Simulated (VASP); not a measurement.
The system is La2O3.

```
La O
1.0
     3.93078    0.00000    0.00000
    -1.96539    3.40415    0.00000
     0.00000    0.00000    6.11195
La O
2 3
Cartesian
  0.0000 2.2694 1.5050
  1.9654 1.1347 4.6070
  0.0000 0.0000 0.0000
  0.0000 2.2694 3.9477
  1.9654 1.1347 2.1643
```

The cell is a database's computed one.

Base run:

* Program: VASP 6.6.1
* Functional: PBE
* Potentials or basis: VASP PAW PBE potentials, release 64 (La, O)
* Cutoff: 520 eV
* k mesh: 8 × 8 × 5
* Occupations: fermi-dirac, width 0.05 eV
* Spin: no spin polarisation

Its results: band gap on the k mesh 3.89 eV, indirect (least direct gap 4.07 eV); pressure 1.6 GPa; largest force 0.011 eV/Å.

Problem. The run is repeated on the same cell with these changes: functional from PBE to PBEsol. What comes out?

Solution. Band gap on the k mesh 3.83 eV, indirect (least direct gap 3.98 eV); pressure -3.2 GPa; largest force 0.101 eV/Å.

PBEsol binds more tightly than PBE, so the same cell stands under less pressure.

Caveats: spin-orbit coupling is left out, which moves the levels of the heavy elements; an odd mesh through Γ misses points on the zone boundary, where band edges often lie; the PAW data sets were made with another functional, which shifts forces and pressure a little (some runs).

Not every run made on this cell is shown here.
